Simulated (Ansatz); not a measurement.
**La: energy and pressure over a range of volumes**

An exercise on one series of results from a longer session: the logs are not shown, and one member is left open.

Computed with Ansatz 0.2.0 (DFT LDA, scalar-relativistic, unless a step's input says otherwise).

## Starting point

The structure is cubic, space group Im-3m (No. 229). The conventional cell has a = 4.248 Å, b = 4.248 Å, c = 4.248 Å, α = 90.00°, β = 90.00°, γ = 90.00°. La (site symmetry m-3m) is surrounded by 8 La at 3.68 Å.

As a file:

```
CELL_PARAMETERS angstrom
-2.12383 2.12383 2.12383
2.12383 -2.12383 2.12383
2.12383 2.12383 -2.12383
ATOMIC_POSITIONS crystal
La 0.00000 0.00000 0.00000
```

The cell is one relaxed in the Materials Project, used as it stands.

Set-up of the first run:

Contents of input.yaml:

```yaml
crystal:
  lattice:
    - [-2.0951271325, 2.0951271325, 2.0951271325]
    - [2.0951271325, -2.0951271325, 2.0951271325]
    - [2.0951271325, 2.0951271325, -2.0951271325]
  atoms:
    - { symbol: La, position: [0.0, 0.0, 0.0] }
kpoints:
  mp_grid: { grid: [11, 11, 11] }
scf:
  occupations: { method: fermi_dirac, width: 0.03 }
hamiltonian:
  xc: lda
  pseudopotentials: { kind: all_electron, lapw: { basis_error: 0.0005 } }
output:
  forces: true
  stress: true
  eigenvalues: true
```

Among the steps run: Volume × 0.96, LAPW; Volume × 0.96, PAW; Volume × 0.96, crystal datasets; Volume × 0.98, LAPW; Volume × 0.98, PAW; Volume × 1.02, LAPW; Volume × 1.02, PAW; Volume × 1.04, LAPW; Volume × 1.04, PAW; Volume × 1.04, crystal datasets.

One of the session's tables, all rows but one given; the rest of the session is left out.

| method | volume (Å³/atom) | pressure (GPa) |
| --- | --- | --- |
| LAPW | 36.787 | -2.73 |
| LAPW | 37.553 | -3.16 |
| LAPW | 38.320 | -3.55 |
| LAPW | 39.086 | -3.92 |
| LAPW | 39.852 | -4.24 |
| PAW | 36.787 | -2.76 |
| PAW | 37.553 | -3.19 |
| PAW | 38.320 | ? |
| PAW | 39.086 | -3.94 |
| PAW | 39.852 | -4.26 |
| crystal datasets | 36.787 | -2.73 |
| crystal datasets | 38.320 | -3.55 |
| crystal datasets | 39.852 | -4.24 |

Estimate the missing values for PAW, 38.320.

As computed: pressure (GPa): -3.58. In the column «pressure (GPa)» it lies between LAPW, 39.086 (-3.92) and LAPW, 38.320 (-3.55).

Limits of these values: Warnings in the runs' records: gradients without spin orbit, crystal datasets made.
